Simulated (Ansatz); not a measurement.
# Pb: one contact scaled

The task here is to estimate one member of a computed series from the others.

Program: Ansatz 0.2.0. Level of theory: DFT PBE, with the methods named in each step. These are calculated values, not measurements.

1 further run of the same task is left out (it didn't finish).

## The system as given

It takes space group Fd-3m (No. 227, cubic). The conventional cell has a = 6.834 Å, b = 6.834 Å, c = 6.834 Å, α = 90.00°, β = 90.00°, γ = 90.00°. Pb (site symmetry -43m) has 4 Pb at 2.96 Å as nearest neighbours.

Structure file:

```
CELL_PARAMETERS angstrom
0.00000 3.41689 3.41689
3.41689 0.00000 3.41689
3.41689 3.41689 0.00000
ATOMIC_POSITIONS crystal
Pb 0.87500 0.87500 0.87500
Pb 0.12500 0.12500 0.12500
```

Atoms are numbered in the order of the input: Pb1, Pb2.

Set-up of the first run:

Contents of input.yaml:

```yaml
crystal:
  lattice:
    - [0.0, 3.4168854378, 3.4168854378]
    - [3.4168854378, 0.0, 3.4168854378]
    - [3.4168854378, 3.4168854378, 0.0]
  atoms:
    - { symbol: Pb, position: [-0.125, -0.125, -0.125] }
    - { symbol: Pb, position: [0.125, 0.125, 0.125] }
kpoints:
  mp_grid: { grid: [8, 8, 8] }
scf:
  occupations: { method: fermi_dirac, width: 0.05 }
hamiltonian:
  xc: pbe
  pseudopotentials: { kind: all_electron, lapw: { basis_error: 0.001 } }
output:
  forces: true
  stress: true
  eigenvalues: true
  populations: true
```

Command:

```console
$ ansatz run input.yaml --threads 1 --pin off --max-ram 2048MiB --backend cpu --events-out ev --progress --plain --runs-dir out
```

Among the steps run: The bond as given, LAPW; Shortest bond scaled by 1, crystal datasets; Shortest bond scaled by 0.82, LAPW; Shortest bond scaled by 0.7, LAPW; Shortest bond scaled by 0.64, LAPW.

One table of the session follows, with a row left open; its other results are not shown here.

```
              method  length (Å)  F from the given length (eV/cell)  force along the bond (eV/Å)  pressure (GPa)  largest force (eV/Å)
                LAPW       1.894                                  ?                            ?               ?                     ?
                LAPW       2.071                              6.317                       24.173           30.66                24.173
                LAPW       2.426                              1.410                        6.891            9.47                 6.891
                LAPW       2.959                              0.000                        0.000            3.10                 0.000
                 PAW       1.716                             22.566                       76.895           87.56                76.895
                 PAW       1.894                             12.135                       43.504           52.98                43.504
                 PAW       2.071                              6.307                       23.954           30.34                23.954
                 PAW       2.426                              1.411                        6.898            9.48                 6.898
                 PAW       2.959                              0.000                        0.000            3.09                 0.000
PAW (level accurate)       1.716                                  –                       90.463          103.32                90.463
    crystal datasets       2.959                                  –                        0.000            3.10                 0.000
```

**Question.** Estimate the row for LAPW, 1.894.

The run gave: F from the given length (eV/cell): 12.308; force along the bond (eV/Å): 45.765; pressure (GPa): 55.88; largest force (eV/Å): 45.765.

To keep in mind: Rows by PAW come from runs of the same series that aren't printed here. Warnings in the runs' records: gradients without spin orbit, crystal datasets made.
